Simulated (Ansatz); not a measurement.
The system is MgO2.

```
Mg O
1.0
     1.60476    0.92651    3.49398
    -1.60476    0.92651    3.49398
     0.00000   -1.85302    3.49398
Mg O
1 2
Direct
  0.00000 0.00000 0.00000
  0.57121 0.57121 0.57121
  0.42879 0.42879 0.42879
```

The cell comes from a database or a generator and needn't be the stable form of this composition.

Base run:

* Program: Ansatz 0.2.0
* Functional: PBEsol
* Potentials or basis: Ansatz PAW
* Cutoff: 420 eV (not typed: the program's choice for these potentials)
* k mesh: 6 × 6 × 6
* Occupations: fermi-dirac, width 0.05 eV
* Spin: no spin polarisation

Its results: band gap on the k mesh 2.23 eV, direct; pressure -4.8 GPa; largest force 0.304 eV/Å.

Question: The run is repeated on the same cell with these changes: functional from PBEsol to HSE06. What comes out?

Answer: Band gap on the k mesh 4.51 eV, direct; pressure -6.8 GPa; largest force 0.985 eV/Å.

HSE06 gives the wider gap, since exact exchange removes part of the self-interaction.

Caveats: the PAW data sets come from PBE, with cores solved anew for the run's functional, which leaves a small shift of forces and pressure; the thresholds are loose for stress (some runs).

A k mesh can miss the band edges.
